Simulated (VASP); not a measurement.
# LaH3 (Fm-3m) in VASP: notebook

Runs on LaH3. Level: LDA. Tasks: single point.

All numbers are computed with VASP 6.6.1; they aren't measurements. Logs are shortened: lines on timing, memory, paths and dates and some standing lists are left out, and cuts for length are marked.

### Step 1. The crystal as given

The structure is cubic, space group Fm-3m (No. 225). The conventional cell has a = 5.573 Å, b = 5.573 Å, c = 5.573 Å, α = 90.00°, β = 90.00°, γ = 90.00°. Around La (site symmetry m-3m) lie 8 H at 2.41 Å. Around H (site symmetry -43m) lie 4 La at 2.41 Å and 4 H at 2.41 Å. Around H (site symmetry m-3m) lie 8 H at 2.41 Å.

The cell comes from a database or a generator and needn't be the stable form of this composition.

### Step 2. Single point, LDA

Contents of INCAR:

```
PREC = Accurate
ENCUT = 250
EDIFF = 1E-6
ISMEAR = 0
SIGMA = 0.05
LREAL = F
LASPH = T
NELM = 100
ALGO = Normal
ISIF = 2
LWAVE = F
LCHARG = F
GGA = CA
NBANDS = 15
ADDGRID = F
```

Contents of KPOINTS:

```
regular mesh
0
Gamma
  6 6 6
```

Contents of POSCAR:

```
LaH3
1.0
    0.0000000000      2.7864794500      2.7864794500
    2.7864794500      0.0000000000      2.7864794500
    2.7864794500      2.7864794500      0.0000000000
La H
1 3
Direct
    0.0000000000      0.0000000000      0.0000000000
    0.2500000000      0.2500000000      0.2500000000
    0.7500000000      0.7500000000      0.7500000000
    0.5000000000      0.5000000000      0.5000000000
```

Potentials or basis: VASP PAW LDA potentials, release 64 (La, H).

Started as:

```console
$ cat potpaw_LDA.64/La/POTCAR potpaw_LDA.64/H/POTCAR > POTCAR
$ mpirun -np 1 vasp_std > vasp.out
```

OUTCAR:

```text
PREC = Accurate
   ENCUT = 250
   EDIFF = 1E-6
   ISMEAR = 0
   LREAL = F
   LASPH = T
   NELM = 100
   ISIF = 2
   GGA = CA

 Found     16 irreducible k-points:

 Following reciprocal coordinates:
            Coordinates               Weight
  0.000000  0.000000  0.000000      1.000000
  0.166667  0.000000  0.000000      8.000000
  0.333333  0.000000  0.000000      8.000000
  0.500000  0.000000  0.000000      4.000000
  0.166667  0.166667  0.000000      6.000000
  0.333333  0.166667  0.000000     24.000000
   k-points           NKPTS =     16   k-points in BZ     NKDIM =     16   number of bands    NBANDS=     15
   number of dos      NEDOS =    301   number of ions     NIONS =      4
   total plane-waves  NPLWV =   8000
   dimension x,y,z NGX =    20 NGY =   20 NGZ =   20
   dimension x,y,z NGXF=    40 NGYF=   40 NGZF=   40
   ions per type =               1   3
   NGX,Y,Z   is equivalent  to a cutoff of   8.44,  8.44,  8.44 a.u.
   NGXF,Y,Z  is equivalent  to a cutoff of  16.87, 16.87, 16.87 a.u.
 SYSTEM =  unknown system
   PREC   = accura    normal or accurate (medium, high low for compatibility)
   ISTART =      0    job   : 0-new  1-cont  2-samecut
   ICHARG =      2    charge: 1-file 2-atom 10-const
   ISPIN  =      1    spin polarized calculation?
   LNONCOLLINEAR =      F non collinear calculations
   LSORBIT =      F    spin-orbit coupling
   LASPH  =      T    aspherical Exc in radial PAW
   ENCUT  =  250.0 eV  18.37 Ry    4.29 a.u.   5.08  5.08  5.08*2*pi/ulx,y,z
   NELM   =    100;   NELMIN=  2; NELMDL= -5     # of ELM steps
   EDIFF  = 0.1E-05   stopping-criterion for ELM
   LREAL  =      F    real-space projection
   EDIFFG = 0.1E-04   stopping-criterion for IOM
   NSW    =      0    number of steps for IOM
   IBRION =     -1    ionic relax: 0-MD 1-quasi-New 2-CG
   NFREE  =      0    steps in history (QN), initial steepest desc. (CG)
   ISIF   =      2    stress and relaxation
   ISYM   =      2    0-nonsym 1-usesym 2-fastsym
   POTIM  = 0.5000    time-step for ionic-motion
   TEBEG  =    0.0;   TEEND  =   0.0 temperature during run
   PSTRESS=    0.0 pullay stress
   NELECT =      14.0000    total number of electrons
   NUPDOWN=      -1.0000    fix difference up-down
   EMIN   =  10.00;   EMAX   =-10.00  energy-range for DOS
   EFERMI =   0.00;   METHOD = LEGACY
   ISMEAR =     0;   SIGMA  =   0.05  broadening in eV -4-tet -1-fermi 0-gaus
   EFERMI_NEDOS =   21; number of points for ismear=-14 and -15
   IALGO  =     38    algorithm
   IMIX   =      4    mixing-type and parameters
     AMIX     =   0.40;   BMIX     =  1.00
     AMIX_MAG =   1.60;   BMIX_MAG =  1.00
  volume/ion in A,a.u.               =      10.82        73.00
  Fermi-wavevector in a.u.,A,eV,Ry     =   1.123876  2.123817 17.185477  1.263097
  Thomas-Fermi vector in A             =   2.260545
   LORBIT       =      0    0 simple, 1 ext, 2 COOP (PROOUT), +10 PAW based schemes
   GGA     = CA    functional components
   LHFCALC =     F    Hartree Fock is set to
   AEXX    =    0.0000 exact exchange contribution
   IVDW    =     0    specifies the selected vdW correction
   LEPSILON=     F    determine dielectric tensor
   LRPA    =     F    only Hartree local field effects (RPA)
 non-spin polarized calculation
 Gauss-broadening in eV      SIGMA  =   0.05
  energy-cutoff  :      250.00
  volume of cell :       43.27
 maximum number of plane-waves:       397
   NGX = 11   NGY = 11   NGZ = 11

 number of electron      13.9999994 magnetization

 Free energy of the ion-electron system (eV)
  ---------------------------------------------------
  ext. energy  EPLUGINS =         0.00000000
  ---------------------------------------------------
  free energy    TOTEN  =       -18.50632573 eV

  energy without entropy =      -18.50578661  energy(sigma->0) =      -18.50605617

 E-fermi :   7.6241     XC(G=0): -10.3010

 val. band max:        6.9478342378   @ k =   0.1667   0.0000   0.0000
 cond. band min:       7.6647210325   @ k =   0.5000   0.0000   0.0000
 fundamental gap:      0.7168867947
 Fermi energy:         7.6240501004

 k-point     1 :       0.0000    0.0000    0.0000
  band No.  band energies     occupation
      1     -25.6419      2.00000
      2      -8.9207      2.00000
      3      -8.9207      2.00000
      4      -8.9207      2.00000
      5      -0.4298      2.00000
      6       4.6911      2.00000
      7       7.8278      0.00000
      8       7.8278      0.00000
      9       7.8278      0.00000
     10       8.2133      0.00000
     11       8.7055      0.00000
     12       8.7055      0.00000
     13       8.7055      0.00000
     14       9.2865      0.00000
     15       9.2865      0.00000

 k-point     2 :       0.1667    0.0000    0.0000
  band No.  band energies     occupation
      1     -25.6098      2.00000
      2      -9.2576      2.00000
      3      -8.9537      2.00000
      4      -8.9537      2.00000
      5       0.2257      2.00000
      6       3.9314      2.00000
      7       6.9478      2.00000
      8       7.9746      0.00000
      9       7.9746      0.00000
     10       8.6719      0.00000
     11       8.6719      0.00000
     12       8.7279      0.00000
     13       9.2832      0.00000
     14       9.2832      0.00000
     15       9.2901      0.00000
[... 41 lines left out ...]
      3      -9.0139      2.00000
      4      -9.0139      2.00000
      5       0.4410      2.00000
      6       3.6553      2.00000
      7       6.4228      2.00000
      8       8.1586      0.00000
      9       8.1586      0.00000
     10       8.6544      0.00000
     11       8.8431      0.00000
     12       8.8431      0.00000
     13       9.1212      0.00000
     14       9.4844      0.00000
     15       9.4875      0.00000

 k-point     6 :       0.3333    0.1667    0.0000
  band No.  band energies     occupation
      1     -25.5450      2.00000
      2      -9.6910      2.00000
      3      -9.1117      2.00000
      4      -9.0917      2.00000
      5       1.4791      2.00000
      6       3.0764      2.00000
      7       5.1225      2.00000
      8       8.2822      0.00000
      9       8.5456      0.00000
     10       8.7420      0.00000
     11       8.8688      0.00000
     12       9.0629      0.00000
     13       9.0944      0.00000
     14       9.3225      0.00000
     15       9.5881      0.00000

 [... further k-points ...]

------------------------ aborting loop because EDIFF is reached ----------------------------------------

  FORCE on cell =-STRESS in cart. coord.  units (eV):
  Direction    XX          YY          ZZ          XY          YZ          ZX
  --------------------------------------------------------------------------------------
  -------------------------------------------------------------------------------------
  Total       -1.9097304     -1.9097304     -1.9097304      0.0000000      0.0000000     -0.0000000
  in kB      -70.7106966    -70.7106966    -70.7106966      0.0000000      0.0000000     -0.0000000
  external PRESSURE =     -70.7106966 kB  Pullay stress =       0.0000000 kB

 VOLUME and BASIS-vectors are now :
 -----------------------------------------------------------------------------
  energy-cutoff  :      250.00
  volume of cell :       43.27
      direct lattice vectors                 reciprocal lattice vectors
     0.000000000  2.786479450  2.786479450    -0.179437892  0.179437892  0.179437892
     2.786479450  0.000000000  2.786479450     0.179437892 -0.179437892  0.179437892
     2.786479450  2.786479450  0.000000000     0.179437892  0.179437892 -0.179437892

 POSITION                                       TOTAL-FORCE (eV/Angst)
 -----------------------------------------------------------------------------------
      0.00000      0.00000      0.00000         0.000000     -0.000000      0.000000
      1.39324      1.39324      1.39324         0.000000      0.000000     -0.000000
      4.17972      4.17972      4.17972        -0.000000     -0.000000      0.000000
      2.78648      2.78648      2.78648         0.000000     -0.000000      0.000000
 -----------------------------------------------------------------------------------
    total drift:                                0.000000     -0.000000      0.000000

  FREE ENERGIE OF THE ION-ELECTRON SYSTEM (eV)
  ---------------------------------------------------
  free  energy   TOTEN  =       -18.5063257259 eV

  energy  without entropy=      -18.5057866131  energy(sigma->0) =      -18.50605617
```

It took 8 s on 1 thread of Intel Xeon Platinum 8488C (Sapphire Rapids), shared host; peak memory 0.12 GiB.

These settings aren't checked as converged: the numbers below hold their error.

Results:

```yaml
Free_energy: -18.5063 eV
Band_gap_on_the_k_mesh: none (metal or under the smearing width)
```

Caveat: the cutoff is under 1.25 times the usual one of these potentials, so pressure, stress and relaxed cells hold a basis-set (Pulay) error.

### Step 3. Single point, LDA

INCAR is that of step 2.

KPOINTS is that of step 2.

Contents of POSCAR:

```
LaH3
1.0
    0.0000000000      2.7864794500      2.7864794500
    2.7864794500      0.0000000000      2.7864794500
    2.7864794500      2.7864794500      0.0000000000
La H
1 3
Direct
    0.0010720000     -0.0024160000     -0.0049440000
    0.2532360000      0.2274950000      0.2357170000
    0.7573300000      0.7385030000      0.7643790000
    0.4948670000      0.5128930000      0.4979460000
```

Potentials or basis: VASP PAW LDA potentials, release 64 (La, H).

Started as:

```console
$ cat potpaw_LDA.64/La/POTCAR potpaw_LDA.64/H/POTCAR > POTCAR
$ mpirun -np 1 vasp_std > vasp.out
```

Wall time 21 s (1 thread of Intel Xeon Platinum 8488C (Sapphire Rapids), shared host); peak memory 0.14 GiB.

The run converged, but some of its settings lie outside the range that counts as converged, so its numbers aren't taken as properties of the crystal.

Results:

| Item | Value |
| --- | --- |
| Free energy | -18.4789 eV |
| Largest force | 0.338 eV/Å |
| Band gap on the k mesh | none (metal or under the smearing width) |

Caveat: the cutoff is under 1.25 times the usual one of these potentials, so pressure, stress and relaxed cells hold a basis-set (Pulay) error.

### Step 4. Single point, LDA

INCAR: that of step 3 with these lines changed.

```diff
@@ -1,3 +1,3 @@
 PREC = Accurate
-ENCUT = 250
+ENCUT = 400
 EDIFF = 1E-6
```

Contents of KPOINTS:

```
regular mesh
0
Gamma
  5 5 5
```

Contents of POSCAR:

```
LaH3
1.0
    0.0000000000      2.7864794500      2.7864794500
    2.7864794500      0.0000000000      2.7864794500
    2.7864794500      2.7864794500      0.0000000000
La H
1 3
Direct
    0.0000000000      0.0000000000      0.0000000000
    0.2500000000      0.2500000000      0.2500000000
    0.7500000000      0.7500000000      0.7500000000
    0.5000000000      0.5000000000      0.5000000000
```

Started as:

```console
$ cat potpaw_LDA.64/La/POTCAR potpaw_LDA.64/H/POTCAR > POTCAR
$ mpirun -np 1 vasp_std > vasp.out
```

It used 4.2 s of CPU time on 1 thread of Intel(R) Xeon(R) Platinum 8488C (Sapphire Rapids), with other jobs on the host, which was overloaded at the time.

These settings aren't checked as converged: the numbers below hold their error.

What came out:

| Property | Result |
| --- | --- |
| Free energy | -18.5630 eV |
| Pressure | -5.1 GPa |
| Band gap on the k mesh | none (metal or under the smearing width) |

Caveat: the k mesh is coarse (spacing up to 0.39 Å⁻¹), so the values aren't converged.

### Step 5. Single point, LDA

INCAR is that of step 4.

KPOINTS is that of step 4.

Contents of POSCAR:

```
LaH3
1.0
    0.0000000000      2.7864794500      2.7864794500
    2.7864794500      0.0000000000      2.7864794500
    2.7864794500      2.7864794500      0.0000000000
La H
1 3
Direct
    0.0010720000     -0.0024160000     -0.0049440000
    0.2532360000      0.2274950000      0.2357170000
    0.7573300000      0.7385030000      0.7643790000
    0.4948670000      0.5128930000      0.4979460000
```

Started as:

```console
$ cat potpaw_LDA.64/La/POTCAR potpaw_LDA.64/H/POTCAR > POTCAR
$ mpirun -np 1 vasp_std > vasp.out
```

It took 26 s on 1 thread of Intel Xeon Platinum 8488C (Sapphire Rapids), shared host; peak memory 0.16 GiB.

These settings aren't checked as converged: the numbers below hold their error.

Results:

| Property | Result |
| --- | --- |
| Free energy | -18.5355 eV |
| Pressure | -4.9 GPa |
| Largest force | 0.331 eV/Å |
| Band gap on the k mesh | 0.07 eV, indirect (least direct gap 0.20 eV) |

Caveat: spin-orbit coupling is left out, which moves the levels of the heavy elements; an odd mesh through Γ misses points on the zone boundary, where band edges often lie.
